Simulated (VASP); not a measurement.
# FeSi (P2_13) in VASP: further runs, part 2 of 3

VASP 6.6.1. Earlier steps stand in the parts before.

### 3 Relaxation of cell and atoms, PBE+D3(BJ)

This run uses another cell than the first one, of 11.78 Å³/atom, 1.301 times its volume.

The input, INCAR:

```
SYSTEM = FeSi
  ALGO = Normal
  EDIFF = 1E-6
  EDIFFG = -0.01
  ENCUT = 600
  GGA = PE
  IBRION = 2
  ISIF = 3
  ISMEAR = 0
  IVDW = 12
  KPAR = 2
  LASPH = .True.
  LCHARG = .False.
  LREAL = .False.
  LWAVE = .False.
  NELM = 80
  NSW = 90
  PREC = Accurate
  SIGMA = 0.03
```

The input, KPOINTS:

```
k-points
0
Gamma
  8 8 8
  0 0 0
```

The input, POSCAR:

```
FeSi
1.0
    4.5507000000      0.0000000000      0.0000000000
    0.0000000000      4.5507000000      0.0000000000
    0.0000000000      0.0000000000      4.5507000000
Fe Si
4 4
Direct
    0.1365200000      0.1365200000      0.1365200000
    0.3634800000      0.8634800000      0.6365200000
    0.6365200000      0.3634800000      0.8634800000
    0.8634800000      0.6365200000      0.3634800000
    0.8424000000      0.8424000000      0.8424000000
    0.6576000000      0.1576000000      0.3424000000
    0.3424000000      0.6576000000      0.1576000000
    0.1576000000      0.3424000000      0.6576000000
```

Potentials or basis: VASP PAW PBE potentials, release 64 (Fe, Si).

Started as:

```
$ cat potpaw_PBE.64/Fe/POTCAR potpaw_PBE.64/Si/POTCAR > POTCAR
$ mpirun -np 2 vasp_std > vasp.out
```

OUTCAR:

```text
SYSTEM = FeSi
   EDIFF = 1E-6
   EDIFFG = -0.01
   ENCUT = 600
   GGA = PE
   IBRION = 2
   ISIF = 3
   ISMEAR = 0
   IVDW = 12
   LASPH = .True.
   LREAL = .False.
   NELM = 80
   NSW = 90
   PREC = Accurate
 IVDW          = 12

 ion  position               nearest neighbor table
   1  0.137  0.137  0.137-   5 2.32   6 2.37   7 2.37   8 2.37   7 2.55   8 2.55   6 2.55   3 2.79
                             4 2.79   2 2.79   2 2.79   4 2.79   3 2.79
   2  0.363  0.863  0.637-   6 2.32   5 2.37   7 2.37   8 2.37   7 2.55   8 2.55   5 2.55   1 2.79
                             1 2.79   3 2.79   3 2.79   4 2.79   4 2.79
   3  0.637  0.363  0.863-   7 2.32   6 2.37   5 2.37   8 2.37   8 2.55   6 2.55   5 2.55   1 2.79
                             4 2.79   2 2.79   2 2.79   4 2.79   1 2.79
   4  0.863  0.637  0.363-   8 2.32   6 2.37   7 2.37   5 2.37   6 2.55   5 2.55   7 2.55   1 2.79
                             3 2.79   2 2.79   1 2.79   2 2.79   3 2.79
[... 1124 lines left out ...]

 number of electron      48.0000004 magnetization

------------------------ aborting loop because EDIFF is reached ----------------------------------------
[... 87 lines left out ...]
--------------------------------------- Ionic step       11  -------------------------------------------

 number of electron      48.0000004 magnetization

 Free energy of the ion-electron system (eV)
  ---------------------------------------------------
  ext. energy  EPLUGINS =         0.00000000
  ---------------------------------------------------
  free energy    TOTEN  =       -58.72322651 eV

  energy without entropy =      -58.72322369  energy(sigma->0) =      -58.72322510

 E-fermi :  10.2106     XC(G=0): -12.9546

 val. band max:       10.1315840708   @ k =  -0.1250   0.3750   0.0000
 cond. band min:      10.2893398257   @ k =   0.3750   0.1250   0.1250
 fundamental gap:      0.1577557549
 Fermi energy:        10.2106412210

 k-point     1 :       0.0000    0.0000    0.0000
  band No.  band energies     occupation
      1      -3.3628      2.00000
      2       2.0974      2.00000
      3       2.0974      2.00000
      4       2.0974      2.00000
      5       4.9474      2.00000
      6       4.9474      2.00000
[... 798 lines left out ...]
  FREE ENERGIE OF THE ION-ELECTRON SYSTEM (eV)
  ---------------------------------------------------
  free  energy   TOTEN  =       -62.5455909097 eV

  energy  without entropy=      -62.5455880908  energy(sigma->0) =      -62.54558950

 reached required accuracy - stopping structural energy minimisation
```

OSZICAR:

```text
N       E                     dE             d eps       ncg     rms          rms(c)
DAV:   1     0.366449990606E+03    0.36645E+03   -0.21890E+04  2610   0.203E+03
DAV:   2    -0.258155389505E+02   -0.39227E+03   -0.38229E+03  2610   0.433E+02
DAV:   3    -0.647142800059E+02   -0.38899E+02   -0.35638E+02  3907   0.145E+02
DAV:   4    -0.664120811435E+02   -0.16978E+01   -0.16071E+01  3903   0.343E+01
[... 92 lines left out ...]
DAV:   1    -0.587233018919E+02    0.16767E-02   -0.10732E-02  2970   0.809E-01    0.917E-02
DAV:   2    -0.587233351661E+02   -0.33274E-04   -0.22045E-03  3965   0.573E-01    0.816E-02
DAV:   3    -0.587232305182E+02    0.10465E-03   -0.81328E-04  3965   0.344E-01    0.222E-02
DAV:   4    -0.587232266260E+02    0.38923E-05   -0.30725E-05  3997   0.615E-02    0.553E-03
DAV:   5    -0.587232265130E+02    0.11298E-06   -0.69500E-07  1545   0.130E-02
  11 F= -.62545591E+02 E0= -.62545590E+02  d E =-.118349E-03
```

Run time: 3 min. Hardware: 2 MPI ranks of AMD EPYC 9R45 (Zen 5), shared host; peak memory 0.28 GiB.

Results:

| Property | Result |
| --- | --- |
| Free energy | -62.5456 eV |
| Relaxed volume | 10.67 Å³/atom |
| Relaxed cell | a = 4.402 Å, b = 4.402 Å, c = 4.402 Å, α = 90.00°, β = 90.00°, γ = 90.00° |
| Space group after relaxing (to 0.05 Å) | P2_13 (No. 198) |
| Energy gained by relaxing | 75.7 meV/atom |
| Ionic steps | 11 |
| Pressure after relaxing | 0.0 GPa |
| Largest force after relaxing | 0.006 eV/Å |
| Band gap on the k mesh | 0.16 eV, indirect (least direct gap 0.17 eV) |
| Dispersion energy per atom | -0.478 eV |

Forces in eV/Å, atoms in the order of the input:
```
Fe   0.003  0.003  0.003
Fe  -0.003 -0.003  0.003
Fe   0.003 -0.003 -0.003
Fe  -0.003  0.003 -0.003
Si   0.002  0.002  0.002
Si  -0.002 -0.002  0.002
Si   0.002 -0.002 -0.002
Si  -0.002  0.002 -0.002
```

Step by step:
```tsv
step	energy change (eV)	largest force (eV/Å)	pressure (GPa)	volume (Å³)
1	0.0000	0.2836	-19.82	94.24
2	0.4985	0.9378	39.85	75.73
3	-0.6001	0.1698	-0.74	85.69
4	-0.6006	0.1816	-0.21	85.49
5	-0.6005	0.1918	0.30	85.32
6	-0.6050	0.0768	0.46	85.23
7	-0.6055	0.0430	0.44	85.20
8	-0.6055	0.0071	-0.69	85.54
9	-0.6059	0.0253	-0.08	85.36
10	-0.6059	0.0240	-0.12	85.37
11	-0.6060	0.0058	-0.03	85.33
```

Final structure:
```
CELL_PARAMETERS angstrom
4.40243 0.00000 0.00000
0.00000 4.40243 0.00000
0.00000 0.00000 4.40243
ATOMIC_POSITIONS crystal
Fe 0.13762 0.13762 0.13762
Fe 0.36238 0.86238 0.63762
Fe 0.63762 0.36238 0.86238
Fe 0.86238 0.63762 0.36238
Si 0.84133 0.84133 0.84133
Si 0.65867 0.15867 0.34133
Si 0.34133 0.65867 0.15867
Si 0.15867 0.34133 0.65867
```

A k mesh can miss the band edges. PBE gaps usually lie below the measured ones, often by a third to a half.

### 4 Relaxation of cell and atoms, PBE+D3(BJ)

This run uses another cell than the first one, of 10.67 Å³/atom, 1.178 times its volume.

Changes to INCAR since step 3:

```diff
@@ -2,4 +2,4 @@
   ALGO = Normal
-  EDIFF = 1E-6
-  EDIFFG = -0.01
+  EDIFF = 1E-7
+  EDIFFG = -0.005
   ENCUT = 600
```

KPOINTS is that of step 3.

The input, POSCAR:

```
FeSi                                    
1.0
    4.4024293307     -0.0000000000     -0.0000000000
   -0.0000000000      4.4024293307      0.0000000000
    0.0000000000     -0.0000000000      4.4024293307
  Fe              Si            
     4     4
Direct
     0.1376160627069699    0.1376160627069699    0.1376160627069699
     0.3623839372930300    0.8623839372930302    0.6376160627069698
     0.6376160627069698    0.3623839372930300    0.8623839372930302
     0.8623839372930302    0.6376160627069698    0.3623839372930300
     0.8413345619905476    0.8413345619905476    0.8413345619905476
     0.6586654380094524    0.1586654380094524    0.3413345619905477
     0.3413345619905477    0.6586654380094524    0.1586654380094524
     0.1586654380094524    0.3413345619905477    0.6586654380094524
```

Started as:

```
$ cat potpaw_PBE.64/Fe/POTCAR potpaw_PBE.64/Si/POTCAR > POTCAR
$ mpirun -np 2 vasp_std > vasp.out
```

It took 46 s on 2 MPI ranks of AMD EPYC 9R45 (Zen 5), shared host; peak memory 0.26 GiB.

The run converged. Its results:

* Free energy: -62.5433 eV
* Relaxed volume: 10.66 Å³/atom
* Relaxed cell: a = 4.402 Å, b = 4.402 Å, c = 4.402 Å, α = 90.00°, β = 90.00°, γ = 90.00°
* Space group after relaxing (to 0.05 Å): P2_13 (No. 198)
* Energy gained by relaxing: 0.0 meV/atom
* Ionic steps: 2
* Pressure after relaxing: 0.1 GPa
* Largest force after relaxing: 0.004 eV/Å
* Band gap on the k mesh: 0.16 eV, indirect (least direct gap 0.17 eV)
* Dispersion energy per atom: -0.478 eV

Forces on the atoms (eV/Å):
```
Fe   0.003  0.003  0.003
Fe  -0.003 -0.003  0.003
Fe   0.003 -0.003 -0.003
Fe  -0.003  0.003 -0.003
Si   0.001  0.001  0.001
Si  -0.001 -0.001  0.001
Si   0.001 -0.001 -0.001
Si  -0.001  0.001 -0.001
```

Final structure:
```cif
data_structure
_symmetry_space_group_name_H-M 'P 1'
_symmetry_Int_Tables_number 1
_cell_length_a 4.4017
_cell_length_b 4.4017
_cell_length_c 4.4017
_cell_angle_alpha 90.000
_cell_angle_beta 90.000
_cell_angle_gamma 90.000
_cell_volume 85.28
loop_
_atom_site_label
_atom_site_type_symbol
_atom_site_fract_x
_atom_site_fract_y
_atom_site_fract_z
_atom_site_occupancy
Fe1 Fe 0.13765 0.13765 0.13765 1
Fe2 Fe 0.36235 0.86235 0.63765 1
Fe3 Fe 0.63765 0.36235 0.86235 1
Fe4 Fe 0.86235 0.63765 0.36235 1
Si1 Si 0.84136 0.84136 0.84136 1
Si2 Si 0.65864 0.15864 0.34136 1
Si3 Si 0.34136 0.65864 0.15864 1
Si4 Si 0.15864 0.34136 0.65864 1
```

Levels at points of the mesh, in eV from the valence-band top:
```
           k point  band 20  band 21  band 22  band 23  band 24  band 25  band 26  band 27  band 28  band 29
(0.00, 0.00, 0.00)    -0.30    -0.30    -0.30    -0.05    -0.05     0.69     0.69     0.69     3.18     3.18
(0.50, 0.00, 0.00)    -1.30    -0.40    -0.40    -0.01    -0.01     0.19     0.19     1.78     1.78     2.35
(0.50, 0.50, 0.00)    -1.32    -1.06    -1.06    -0.38    -0.38     0.66     0.66     1.36     1.36     2.84
(0.50, 0.50, 0.50)    -0.76    -0.71    -0.71    -0.71    -0.71     0.51     0.51     0.51     0.51     5.85
```

A k mesh can miss the band edges. Spin polarisation is off, so any magnetic state and its effect on volume and gap are missing.

(Continued in part 3 of 3.)
